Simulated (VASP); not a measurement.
# NiO (F-43m) in VASP: a series of runs

One crystal, NiO, is run at these levels: r2SCAN+rVV10, r2SCAN; tasks: relaxation of cell and atoms, single point.

All numbers are computed with VASP 6.6.1; they aren't measurements. Logs are shortened: lines on timing, memory, paths and dates and some standing lists are left out, and cuts for length are marked.

### 1 Starting point

Symmetry: F-43m, No. 216, cubic system. The conventional cell has a = 4.124 Å, b = 4.124 Å, c = 4.124 Å, α = 90.00°, β = 90.00°, γ = 90.00°. Around Ni (site symmetry -43m) lie 4 O at 1.79 Å. O (site symmetry -43m) is surrounded by 4 Ni at 1.79 Å.

The cell was built by a generator and needn't be a form met in nature.

### 2 Relaxation of cell and atoms, r2SCAN+rVV10, collinear spin, ferromagnetic start

INCAR reads:

```
SYSTEM = NiO
PREC = Accurate
ENCUT = 600
EDIFF = 1E-6
ISMEAR = 0
SIGMA = 0.05
LREAL = .FALSE.
LASPH = .TRUE.
NELM = 150
ALGO = Normal
ISIF = 3
LWAVE = .FALSE.
LCHARG = .FALSE.
ISPIN = 2
MAGMOM = 1 0
LORBIT = 11
LMAXMIX = 4
METAGGA = R2SCAN
LMIXTAU = .TRUE.
LUSE_VDW = .TRUE.
IVDW_NL = 2
BPARAM = 11.95
CPARAM = 0.0093
IBRION = 2
NSW = 60
EDIFFG = -0.02
```

KPOINTS reads:

```
regular mesh
0
G
  11 11 11
  0 0 0
```

POSCAR reads:

```
NiO
1.0
    0.0000000000      2.0621708800      2.0621708800
    2.0621708800      0.0000000000      2.0621708800
    2.0621708800      2.0621708800      0.0000000000
Ni O
1 1
Direct
    0.0000000000      0.0000000000      0.0000000000
    0.7500000000      0.7500000000      0.7500000000
```

Potentials or basis: VASP PAW PBE potentials, release 64 (Ni, O).

Started as:

```bash
cat potpaw_PBE.64/Ni/POTCAR potpaw_PBE.64/O/POTCAR > POTCAR
mpirun -np 1 vasp_std > vasp.out
```

OUTCAR:

```text
SYSTEM = NiO
   PREC = Accurate
   ENCUT = 600
   EDIFF = 1E-6
   ISMEAR = 0
   LREAL = .FALSE.
   LASPH = .TRUE.
   NELM = 150
   ISIF = 3
   ISPIN = 2
   LORBIT = 11
   METAGGA = R2SCAN
   IVDW_NL = 2
   BPARAM = 11.95
   IBRION = 2
   NSW = 60
   EDIFFG = -0.02

 ion  position               nearest neighbor table
   1  0.000  0.000  0.000-   2 1.79   2 1.79   2 1.79   2 1.79
   2  0.750  0.750  0.750-   1 1.79   1 1.79   1 1.79   1 1.79

  LATTYP: Found a face centered cubic cell.
 ALAT       =     4.1243417600

  Lattice vectors:

 A1 = (   0.0000000000,   2.0621708800,   2.0621708800)
 A2 = (   2.0621708800,   0.0000000000,   2.0621708800)
 A3 = (   2.0621708800,   2.0621708800,   0.0000000000)

Analysis of symmetry for initial positions (statically):
=====================================================================
 Subroutine PRICEL returns:
 Original cell was already a primitive cell.

 Routine SETGRP: Setting up the symmetry group for a
 face centered cubic supercell.

 Subroutine GETGRP returns: Found 24 space group operations
 (whereof 24 operations were pure point group operations)
 out of a pool of 48 trial point group operations.

The static configuration has the point symmetry T_d .

Analysis of symmetry for dynamics (positions and initial velocities):
=====================================================================
 Subroutine PRICEL returns:
 Original cell was already a primitive cell.

 Routine SETGRP: Setting up the symmetry group for a
 face centered cubic supercell.

 Subroutine GETGRP returns: Found 24 space group operations
 (whereof 24 operations were pure point group operations)
 out of a pool of 48 trial point group operations.

The dynamic configuration has the point symmetry T_d .

Analysis of structural, dynamic, and magnetic symmetry:
=====================================================================
 Subroutine PRICEL returns:
 Original cell was already a primitive cell.

 Routine SETGRP: Setting up the symmetry group for a
 face centered cubic supercell.

 Subroutine GETGRP returns: Found 24 space group operations
 (whereof 24 operations were pure point group operations)
 out of a pool of 48 trial point group operations.

[... 140 lines left out ...]

--------------------------------------- Ionic step        1  -------------------------------------------

 number of electron      15.9999989 magnetization       1.9987742

 Free energy of the ion-electron system (eV)
  ---------------------------------------------------
  ext. energy  EPLUGINS =         0.00000000
  ---------------------------------------------------
  free energy    TOTEN  =       -18.51211373 eV

  energy without entropy =      -18.51066682  energy(sigma->0) =      -18.51139027

------------------------ aborting loop because EDIFF is reached ----------------------------------------

  FORCE on cell =-STRESS in cart. coord.  units (eV):
  Direction    XX          YY          ZZ          XY          YZ          ZX
  --------------------------------------------------------------------------------------
  -------------------------------------------------------------------------------------
  Total        6.6817174      6.6817174      6.6817174      0.0000000     -0.0000000      0.0000000
  in kB      610.3721965    610.3721965    610.3721965      0.0000000     -0.0000000      0.0000000
  external PRESSURE =     610.3721965 kB  Pullay stress =       0.0000000 kB
[... 25 lines left out ...]
 number of electron      15.9999991 magnetization       2.0002426

 number of electron      15.9999992 magnetization      -2.0008932

 E-fermi :   3.6051     XC(G=0): -10.8491

 val. band max:        3.6042463931   @ k =  -0.4545   0.4545   0.0909
 cond. band min:       3.6102537316   @ k =   0.3636   0.2727   0.0000
 fundamental gap:      0.0060073385
 Fermi energy:         3.6051490730

 spin component 1

 k-point     1 :       0.0000    0.0000    0.0000
  band No.  band energies     occupation
      1     -15.7347      1.00000
      2      -0.5771      1.00000
      3      -0.5768      1.00000
      4      -0.5768      1.00000
      5       1.7311      1.00000
      6       1.7314      1.00000
      7       3.9418      0.00000
      8       5.0601      0.00000
      9       5.0607      0.00000
     10       5.0607      0.00000
     11      17.0221      0.00000
     12      17.0224      0.00000
[... 822 lines left out ...]
  FREE ENERGIE OF THE ION-ELECTRON SYSTEM (eV)
  ---------------------------------------------------
  free  energy   TOTEN  =       -19.1586391275 eV

  energy  without entropy=      -19.1568001930  energy(sigma->0) =      -19.15771966

[... ionic steps 4 to 11 ...]

--------------------------------------- Ionic step       12  -------------------------------------------

 number of electron      16.0000009 magnetization      -2.0000002

------------------------ aborting loop because EDIFF is reached ----------------------------------------
[... 67 lines left out ...]
--------------------------------------- Ionic step       14  -------------------------------------------

 number of electron      16.0000009 magnetization      -2.0000002

 Free energy of the ion-electron system (eV)
  ---------------------------------------------------
  ext. energy  EPLUGINS =         0.00000000
  ---------------------------------------------------
  free energy    TOTEN  =       -19.15931086 eV

  energy without entropy =      -19.15751084  energy(sigma->0) =      -19.15841085

 E-fermi :   6.2656     XC(G=0): -12.2183

 val. band max:        6.2612983142   @ k =   0.3636   0.1818   0.0000
 cond. band min:       6.2853757645   @ k =  -0.4545   0.3636   0.0909
 fundamental gap:      0.0240774503
 Fermi energy:         6.2655908933

 spin component 1

 k-point     1 :       0.0000    0.0000    0.0000
  band No.  band energies     occupation
      1     -14.8036      1.00000
      2       0.6145      1.00000
      3       0.6145      1.00000
      4       0.6145      1.00000
      5       4.1322      1.00000
      6       4.1326      1.00000
      7       6.9690      0.00000
      8       8.2103      0.00000
      9       8.2103      0.00000
     10       8.2104      0.00000
     11      21.3697      0.00000
     12      21.3697      0.00000
[... 786 lines left out ...]
  FREE ENERGIE OF THE ION-ELECTRON SYSTEM (eV)
  ---------------------------------------------------
  free  energy   TOTEN  =       -19.1593108580 eV

  energy  without entropy=      -19.1575108421  energy(sigma->0) =      -19.15841085

 reached required accuracy - stopping structural energy minimisation

 total charge

# of ion       s       p       d       tot
------------------------------------------
    1        0.400   0.531   8.233   9.164
    2        1.557   3.474   0.000   5.031
--------------------------------------------------
tot          1.958   4.005   8.233  14.195

 magnetization (x)

# of ion       s       p       d       tot
------------------------------------------
    1        0.002  -0.035  -1.571  -1.604
    2       -0.020  -0.348   0.000  -0.368
--------------------------------------------------
tot         -0.018  -0.383  -1.571  -1.972
```

Wall time 7.8 min (1 thread of Intel Xeon Platinum 8488C (Sapphire Rapids), shared host); peak memory 0.25 GiB.

What came out:

```
Free energy                                           : -19.1593 eV
Relaxed volume                                        : 10.82 Å³/atom
Relaxed cell                                          : a = 3.128 Å, b = 3.128 Å, c = 3.128 Å, α = 60.00°, β = 60.00°, γ = 60.00°
Space group after relaxing (to 0.05 Å)                : F-43m (No. 216)
Energy gained by relaxing                             : 323.6 meV/atom
Ionic steps                                           : 14
Pressure after relaxing                               : 0.3 GPa
Band gap on the k mesh                                : none (metal or under the smearing width)
Net moment                                            : -2.00 μB per cell
Site moments                                          : Ni -1.60; O -0.37 μB
Valence electrons inside the program's atomic spheres : Ni 9.16; O 5.03
```

Step by step:
| step | energy change (eV) | largest force (eV/Å) | pressure (GPa) | volume (Å³) |
| --- | --- | --- | --- | --- |
| 1 | 0.0000 | 0.0000 | 61.04 | 17.54 |
| 2 | -0.0857 | 0.0000 | -25.40 | 27.46 |
| 3 | -0.6465 | 0.0000 | -1.34 | 21.85 |
| 4 | -0.6472 | 0.0000 | -0.33 | 21.73 |
| 5 | -0.6472 | 0.0000 | 0.39 | 21.64 |
| 6 | -0.6472 | 0.0000 | 0.31 | 21.64 |
| 7 | -0.6472 | 0.0000 | 0.34 | 21.64 |
| 8 | -0.6472 | 0.0000 | 0.31 | 21.64 |
| 9 | -0.6472 | 0.0000 | 0.33 | 21.64 |
| 10 | -0.6472 | 0.0000 | 0.33 | 21.64 |
| 11 | -0.6472 | 0.0000 | 0.32 | 21.64 |
| 12 | -0.6472 | 0.0000 | 0.32 | 21.64 |
| 13 | -0.6472 | 0.0000 | 0.30 | 21.64 |
| 14 | -0.6472 | 0.0000 | 0.27 | 21.64 |

Final structure:
```cif
data_structure
_symmetry_space_group_name_H-M 'P 1'
_symmetry_Int_Tables_number 1
_cell_length_a 3.1281
_cell_length_b 3.1281
_cell_length_c 3.1281
_cell_angle_alpha 60.000
_cell_angle_beta 60.000
_cell_angle_gamma 60.000
_cell_volume 21.64
loop_
_atom_site_label
_atom_site_type_symbol
_atom_site_fract_x
_atom_site_fract_y
_atom_site_fract_z
_atom_site_occupancy
Ni1 Ni 0.00000 0.00000 0.00000 1
O1 O 0.75000 0.75000 0.75000 1
```

Levels at points of the mesh, in eV from the Fermi level:
Spin up:
```tsv
k point	band 5	band 6	band 7	band 8	band 9	band 10
(0.00, 0.00, 0.00)	-2.13	-2.13	0.70	1.94	1.94	1.94
```
Spin down:
```tsv
k point	band 6	band 7	band 8	band 9	band 10	band 11	band 12	band 13
(0.00, 0.00, 0.00)	-3.29	-0.57	-0.57	-0.57	0.34	14.81	14.81	14.81
```

Caveat: the volume moved by over 15 % at a fixed basis, so the end points are rough; the PAW data sets were made with another functional, which shifts forces and pressure a little; a cell with one magnetic atom can't hold antiferromagnetic order, which such compounds often take; semilocal functionals often make such compounds metallic where correlation or magnetic order opens a gap, which also shifts bond lengths. With open d or f shells a metallic result of r2SCAN can be an artefact of self-interaction; +U or a hybrid may open a gap.

### 3 Single point, r2SCAN, collinear spin, ferromagnetic start

INCAR reads:

```
PREC     = Accurate       # precision mode
ENCUT    = 520            # plane-wave cutoff, eV
EDIFF    = 1E-6           # SCF threshold, eV
ISMEAR   = -1             # smearing method
SIGMA    = 0.05           # smearing width, eV
LREAL    = False          # projectors in reciprocal space
LASPH    = True           # aspherical terms in the spheres
NELM     = 100            # most SCF steps
ALGO     = Normal         # electronic algorithm
ISIF     = 2              # what is computed and relaxed
LWAVE    = False          # write WAVECAR
LCHARG   = True           # write CHGCAR
ISPIN    = 2              # spin polarisation
MAGMOM   = 1 0            # initial moments
LORBIT   = 11             # projections on sites
LMAXMIX  = 4              # l up to which the mixer works
METAGGA  = R2SCAN         # meta-GGA
LMIXTAU  = True         
LELF     = True           # ELF
LVHAR    = True
```

KPOINTS reads:

```
Automatic mesh
0
Gamma
  11 11 11
```

POSCAR is that of step 2.

Potentials or basis: VASP PAW PBE potentials, release 64 (Ni, O).

Started as:

```bash
cat potpaw_PBE.64/Ni/POTCAR potpaw_PBE.64/O/POTCAR > POTCAR
mpirun -np 1 vasp_std > vasp.out
```

OUTCAR:

```text
PREC = Accurate
   ENCUT = 520
   EDIFF = 1E-6
   ISMEAR = -1
   LREAL = False
   LASPH = True
   NELM = 100
   ISIF = 2
   ISPIN = 2
   LORBIT = 11
   METAGGA = R2SCAN

 ion  position               nearest neighbor table
   1  0.000  0.000  0.000-   2 1.79   2 1.79   2 1.79   2 1.79
   2  0.750  0.750  0.750-   1 1.79   1 1.79   1 1.79   1 1.79

  LATTYP: Found a face centered cubic cell.
 ALAT       =     4.1243417600

  Lattice vectors:

 A1 = (   0.0000000000,   2.0621708800,   2.0621708800)
[... 983 lines left out ...]
  external PRESSURE =     633.3338170 kB  Pullay stress =       0.0000000 kB

 VOLUME and BASIS-vectors are now :
 -----------------------------------------------------------------------------
  energy-cutoff  :      520.00
  volume of cell :       17.54
      direct lattice vectors                 reciprocal lattice vectors
     0.000000000  2.062170880  2.062170880    -0.242462933  0.242462933  0.242462933
     2.062170880  0.000000000  2.062170880     0.242462933 -0.242462933  0.242462933
     2.062170880  2.062170880  0.000000000     0.242462933  0.242462933 -0.242462933

 POSITION                                       TOTAL-FORCE (eV/Angst)
 -----------------------------------------------------------------------------------
      0.00000      0.00000      0.00000        -0.000000     -0.000000     -0.000000
      3.09326      3.09326      3.09326         0.000000      0.000000      0.000000
 -----------------------------------------------------------------------------------
    total drift:                                0.000002      0.000002      0.000002

  FREE ENERGIE OF THE ION-ELECTRON SYSTEM (eV)
  ---------------------------------------------------
  free  energy   TOTEN  =       -18.9134715721 eV

  energy  without entropy=      -18.9029838164  energy(sigma->0) =      -18.90822769

 total charge

# of ion       s       p       d       tot
------------------------------------------
    1        0.506   0.793   8.428   9.728
    2        1.566   3.606   0.000   5.171
--------------------------------------------------
tot          2.072   4.399   8.428  14.899

 magnetization (x)

# of ion       s       p       d       tot
------------------------------------------
    1       -0.003   0.060   1.523   1.580
    2        0.023   0.365   0.000   0.388
--------------------------------------------------
tot          0.020   0.425   1.523   1.968
```

stdout:

```text
POSCAR found type information on POSCAR NiO
 POSCAR found :  2 types and       2 ions
 scaLAPACK will be used
 -----------------------------------------------------------------------------
|                                                                             |
|                                                                             |
|     You enforced a specific xc type in the INCAR file but a different       |
|     I HOPE YOU KNOW WHAT YOU ARE DOING!                                     |
|                                                                             |
 -----------------------------------------------------------------------------

 LDA part: xc-table for (None), standard interpolation
 POSCAR, INCAR and KPOINTS ok, starting setup
 FFT: planning ... GRIDC
 FFT: planning ... GRID_SOFT
 FFT: planning ... GRID
 WAVECAR not read
 entering main loop
```

Run time: 69 s. Hardware: 1 thread of Intel Xeon Platinum 8488C (Sapphire Rapids), shared host; peak memory 0.17 GiB.

Results:

| Item | Value |
| --- | --- |
| Free energy | -18.9135 eV |
| Pressure | 63.3 GPa |
| Band gap on the k mesh | none (metal or under the smearing width) |
| Net moment | 1.99 μB per cell |
| Site moments | Ni +1.58; O +0.39 μB |
| Valence electrons inside the program's atomic spheres | Ni 9.73; O 5.17 |

Caveat: a pressure of tens of GPa on the cell as given is suspect, and the run, the potentials or the cell itself is likely at fault; the PAW data sets were made with another functional, which shifts forces and pressure a little; a cell with one magnetic atom can't hold antiferromagnetic order, which such compounds often take; semilocal functionals often make such compounds metallic where correlation or magnetic order opens a gap, which also shifts bond lengths.

### 4 The reference run

An earlier run on the cell as given: functional PBE; potentials or basis VASP PAW PBE potentials, release 64 (Ni, O); cutoff 520 eV; k mesh 11 × 11 × 11; occupations fermi-dirac, width 0.05 eV; collinear spin, ferromagnetic start; starting moments [1.0, 0.0] μB.

* Pressure: 60.6 GPa
* Band gap on the k mesh: none (metal or under the smearing width)
* Net moment: 1.01 μB per cell
* Site moments: Ni +0.80; O +0.18 μB
* Valence electrons inside the program's atomic spheres: Ni 9.75; O 5.10

### 5 Summary

| task | level | cell | cutoff (eV) | smearing | gap on the mesh (eV) | pressure (GPa) | moment (μB) |
| --- | --- | --- | --- | --- | --- | --- | --- |
| relaxation of cell and atoms | r2SCAN+rVV10 | relaxed | 600 | gaussian 0.05 eV | none | 0.3 | 2.00 |
| single point | r2SCAN | as given | 520 | fermi-dirac 0.05 eV | none | 63.3 | 1.99 |
| single point | PBE | as given | 520 | fermi-dirac 0.05 eV | none | 60.6 | 1.01 |

Alike in all rows: potentials or basis VASP PAW PBE potentials, release 64 (Ni, O); spin collinear, ferromagnetic start; k mesh 11 × 11 × 11.

Caveats: a cell with one magnetic atom can't hold antiferromagnetic order, which such compounds often take; semilocal functionals often make such compounds metallic where correlation or magnetic order opens a gap, which also shifts bond lengths; the PAW data sets were made with another functional, which shifts forces and pressure a little (some runs); a pressure of tens of GPa on the cell as given is suspect, and the run, the potentials or the cell itself is likely at fault (some runs); the volume moved by over 15 % at a fixed basis, so the end points are rough (some runs).

Total energies depend on the potentials used, so only differences within one code and one set of settings carry meaning.
